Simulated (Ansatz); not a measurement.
# TaS2 under changes of volume

One of the cells (18.984 Å³/atom); the others are scaled copies at fixed shape and fractional positions:

```
Ta S
1.0
     3.35000    0.00000    0.00000
    -1.67500    2.90119    0.00000
     0.00000    0.00000    5.86000
Ta S
1 2
Cartesian
  0.0000 0.0000 0.0000
  1.6750 0.9671 4.3950
  0.0000 1.9341 1.4650
```

| Quantity | Value |
| --- | --- |
| Program | Ansatz 0.2.0 |
| Functional | PBE |
| Potentials or basis | Ansatz PAW |
| Cutoff | 420 eV (not typed: the program's choice for these potentials) |
| k mesh | 9 × 9 × 5 |
| Occupations | fermi-dirac, width 0.05 eV |
| Spin | no spin polarisation |

| volume (Å³/atom) | energy over the lowest point (meV/atom) | pressure (GPa) | largest force (eV/Å) |
| --- | --- | --- | --- |
| 17.845 | 136.55 | 20.3 | 2.405 |
| 18.225 | 93.50 | 16.2 | 1.986 |
| 18.605 | 59.63 | 12.5 | 1.596 |
| 18.984 | 34.08 | 9.2 | 1.232 |
| 19.364 | ? | ? | ? |
| 19.744 | 4.94 | 3.4 | 0.577 |
| 20.123 | 0.00 | 0.9 | 0.282 |

Question: What does the run at 19.364 Å³/atom give?

Answer: Energy over the lowest point 16.08 meV/atom; pressure 6.1 GPa; largest force 0.893 eV/Å.

Worked out: A Birch-Murnaghan fit of order 3 (a polynomial in V^(-2/3)) to the other rows has its minimum at 20.26 Å³/atom, just outside them, with B0 = V·E''(V) = 123 GPa and B' = 4.0 at fixed shape and positions, which overstates the stiffness. It gives 16.08 meV/atom at 19.364 Å³/atom, against the run's 16.08, and -dE/dV = 6.1 GPa, against 6.1.

Energies are extrapolated to zero smearing.

Caveats: this functional lacks dispersion, which binds the layers, so the pressure and a relaxed spacing across them are unreliable; forces of over 1 eV/Å show positions far from the minimum, so gaps and moduli don't describe the material at rest (some runs).
